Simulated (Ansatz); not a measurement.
The geometry is COD entry 9011089, unchecked; take it as a test cell. The listed cell was then made from it by scaling, straining or moving an atom.

Ga: DFT, PBEsol, all-electron PAW with datasets made for the crystal, scalar-relativistic (Ansatz 0.2.0). What sets it apart from a plain run of this crystal: equal xy, yz and zx engineering shear strains of +2 %.

Command: `ansatz run input.yaml --threads 1 --pin off --max-ram 3072MiB --backend cpu --events-out ev --progress --plain --runs-dir out` The run took 110 s on 1 thread of Arm Neoverse V1, with other jobs on the host, peak memory 1.5 GiB.

```yaml
crystal:
  lattice:
    - [1.342735, -4.01267, -0.026435]
    - [1.423265, 4.04033, 0.054095]
    - [-0.0841507, 0.0321248, 3.3287555]
  atoms:
    - { symbol: Ga, position: [0.869, 0.131, 0.25] }
    - { symbol: Ga, position: [0.131, 0.869, 0.75] }
kpoints:
  mp_grid: { grid: [14, 14, 11] }
scf:
  occupations: { method: fermi_dirac, width: 0.03 }
hamiltonian:
  xc: pbesol
  pseudopotentials: { kind: all_electron, datasets: crystal }
output:
  forces: true
  stress: true
  eigenvalues: true
  efg: { contact_densities: true }
```

Output:

```
hamiltonian.pseudopotentials.datasets: crystal makes datasets for this crystal and solves the spheres of its atoms anew in each pass: cutoff 260.0 eV, the density's 1040.0 eV; for an error of 0.50 meV an atom under PBE, 1.0 meV for the cell; an energy difference from a run of another recipe may be off by several times the error for the cell, under r2SCAN by more, where some 0.1 meV an atom stays at smaller errors; Ga in spheres of 1.328 Å, 13 of its electrons in bands
Engine: ansatz 0.2.0
Pseudopotentials: kind: all_electron
Pseudopotential: Ga, paw, valence charge 13, recommended cutoff 260 eV (normal), Koelling and Harmon's equation, gaussian nucleus
Functional definition: PBEsol
  exchange = pbesol_x
  correlation = pbesol_c
Crystal: 2 atoms, lattice volume = 37.075 Å³
Basis set: ecut = 260 eV, 369 PW (Γ), exchange–correlation on 48×48×36 points (8 copies of the dense FFT grid, shifted against one another)
Bands: 17, of which v1, the nominal top of the filled ones, is band 13 counted from 1 (12 counted from 0)
Symmetry: 2 space group operations
Space group: P-1 (ITA 2), of the structure as read, at distance tolerance 3.3e-5 Å
k-points: 1080 of 2156
Non-local potential: Ga, projectors of the file, l = 0: 1, l = 1: 1, l = 2: 2
PAW form: soft (Blöchl's): semilocal exchange-correlation on the pseudo side does not see the compensation charge
PAW one-centre angular grid: Ga, 590 points (default); XC on its mesh's 1905 points in the sphere
Initial density: superposition of atomic densities (neutral atoms: chi_scale 0, normalization atom)
Initial wavefunctions: pseudopotential atomic-orbital guess
Functional: x = pbesol(κ = 0.804, μ = 0.12345679012345678), c = pbesol(β = 0.046)
iter 1 solved again at ethr=6.33e-4 eV; its pass at ethr=1.00e-1 eV (dr2=1.64e-1 eV) is discarded
SCF iter   1: F=—  HF=-105720.059890 eV  |F-HF|=—  |Δ(HF+E_count)|=         —  Δρ=2.07e-2  dr2=1.57e-1  ethr=6.33e-4  ⟨swp⟩=3.5  Hψ=94355  notcnv=0
preconditioner: auto → Kerker (q_TF=auto, 2.572 Å⁻¹)  [metal: Δε(μ)=0.006 eV  Ē_g=16.642 eV  σ=0.030 eV  W_gap=0.05  n_scr=12 (ndim 8)  ℏωp=31.1 eV  f_vac=0.000  D(μ)=0.85/eV (n_scr^D=4)]
SCF iter   2: F=—  HF=-105720.064735 eV  |F-HF|=—  |Δ(HF+E_count)|=   4.85e-3  Δρ=1.35e-2  dr2=6.72e-2  ethr=6.05e-4  ⟨swp⟩=2.0  Hψ=36727  notcnv=0  defer=3
SCF iter   3: F=—  HF=-105720.061063 eV  |F-HF|=—  |Δ(HF+E_count)|=   3.67e-3  Δρ=4.69e-3  dr2=8.60e-3  ethr=2.59e-4  ⟨swp⟩=2.1  Hψ=43601  notcnv=0  defer=51
SCF iter   4: F=—  HF=-105720.057236 eV  |F-HF|=—  |Δ(HF+E_count)|=   3.83e-3  Δρ=2.21e-3  dr2=1.92e-3  ethr=3.31e-5  ⟨swp⟩=3.1  Hψ=41662  notcnv=0  defer=14
iter 5 solved again at ethr=4.03e-7 eV; its pass at ethr=7.38e-6 eV (dr2=1.05e-4 eV) is discarded
SCF iter   5: F=—  HF=-105720.057530 eV  |F-HF|=—  |Δ(HF+E_count)|=   2.94e-4  Δρ=4.87e-4  dr2=1.03e-4  ethr=4.03e-7  ⟨swp⟩=2.0  Hψ=75242  notcnv=0  defer=4
SCF iter   6: F=—  HF=-105720.057496 eV  |F-HF|=—  |Δ(HF+E_count)|=   3.35e-5  Δρ=1.58e-4  dr2=1.27e-5  ethr=3.96e-7  ⟨swp⟩=2.1  Hψ=32636  notcnv=0  defer=4
SCF iter   7: F=—  HF=-105720.057491 eV  |F-HF|=—  |Δ(HF+E_count)|=   5.33e-6  Δρ=3.48e-5  dr2=6.04e-7  ethr=4.89e-8  ⟨swp⟩=3.0  Hψ=45881  notcnv=0  defer=3
SCF iter   8: F=-105720.057491 eV  HF=-105720.057491 eV  |F-HF|=3.07e-8  |Δ(HF+E_count)|=   9.24e-8  Δρ=7.97e-6  dr2=3.75e-8  ethr=2.32e-9  ⟨swp⟩=2.0  Hψ=32695  notcnv=0  defer=7
SCF 1 converged in 8 iterations: F = -105720.057492 eV  dr2 = 3.75e-8
  Residual-converged pass: ⟨swp⟩=3.4  Hψ=46816  notcnv=0  max |occ|·‖R‖ = 5.3e-6 eV (tolerance 5.3e-6 eV)  dr2=3.67e-8  dr2_onsite=3.21e-8  max |Δocc| = 8.6e-10
  greatest PAW one-centre occupation: 0.993 electrons in one spin orbital (limit 2), on the Ga atom at site 1 (counted from 0), in its partial waves of l = 2
SCF converged after 8 iterations
Free energy (F): -105720.057492 eV
Harris-Foulkes:  -105720.057492 eV  (|F-HF|=3.07e-8)
Internal energy: -105720.055030 eV  (E = F + TS)
E sigma→0 (E₀):  -105720.056261 eV
Entropy (-TS):   -0.002462 eV (-1.231 meV/atom)
Past the cutoff: the bands carry plane waves up to 1.75 times it, of which those up to 1.5 times it add -0.000211 eV an atom, each by itself; the spheres take 0.000368 eV an atom off the energy for waves past 1.75 times it
By the cutoff:   a pressure is off by up to 0.008 GPa (1.2 times the spheres' own share and the shells' term, over an atom's volume, and 0.004 GPa: a bound that held against runs at twice the plane waves)
Past the cutoffs: a stress includes 0.0013 GPa for waves and charges beyond them, in addition to the slope of what the spheres take
In the spheres:  the bands' charges fall short by 3.9e-6 e at most (sound up to 1e-3)
Fermi energy:    11.831641 eV
--- Per-component energies (eV) ---
  The terms above E_closure are by the made datasets' own strengths, without shells solved beside the bands.
--- Forces (eV/Å), atoms counted from 1 ---
  atom   1  Ga     0.00730644     0.18090603    -0.01764925
  atom   2  Ga    -0.00730644    -0.18090603     0.01764925
  max |Σ_I F_I| component: 0.00e0 eV/Å
--- Stress (GPa, compression-positive) ---
       -1.775253      -0.630840      -0.071657
       -0.630840      -1.489590      -0.729237
       -0.071657      -0.729237      -1.960037
  P = ⅓ Tr σ = -1.7416 GPa (-17.416 kbar)
--- PAW observables at the nuclei: V_zz in 10²¹ V/m², potentials from the cell's mean, atoms counted from 1 ---
  atom   1  Ga V_zz =    +2.726211   η = 0.4939   by run symmetry: allowed
            electrostatic potential = -4131.467764 V   contact ρ = 187137.679041 e/Å³
  atom   2  Ga V_zz =    +2.726211   η = 0.4939   by run symmetry: allowed
            electrostatic potential = -4131.467764 V   contact ρ = 187137.679041 e/Å³
--- Band table (eV; the first three rows and the last of 1080) ---
  k-point 0: bands = ["-3.2612", "-3.2507", "-3.2147", "-3.1928", "-2.9161", "-2.9116", "-2.8861", "-2.8800", "-2.8673", "-2.7301", "0.6024", "9.7425", "10.2180", "13.4727", "17.2575", "21.4802"]
  k-point 1: bands = ["-3.2684", "-3.2363", "-3.2143", "-3.1794", "-2.9352", "-2.9300", "-2.8704", "-2.8671", "-2.8635", "-2.7437", "0.7160", "9.8504", "10.0697", "12.7018", "18.5024", "20.8295"]
  k-point 2: bands = ["-3.2761", "-3.2143", "-3.2016", "-3.1470", "-2.9638", "-2.9563", "-2.8783", "-2.8449", "-2.8394", "-2.7807", "1.0579", "9.1617", "10.2882", "12.0470", "19.0647", "19.7615"]
  k-point 1079: bands = ["-3.2250", "-3.1998", "-3.1374", "-3.1219", "-2.9374", "-2.9309", "-2.9062", "-2.8956", "-2.8882", "-2.8712", "5.4271", "5.8690", "7.5041", "7.8532", "22.1963", "23.2469"]
```
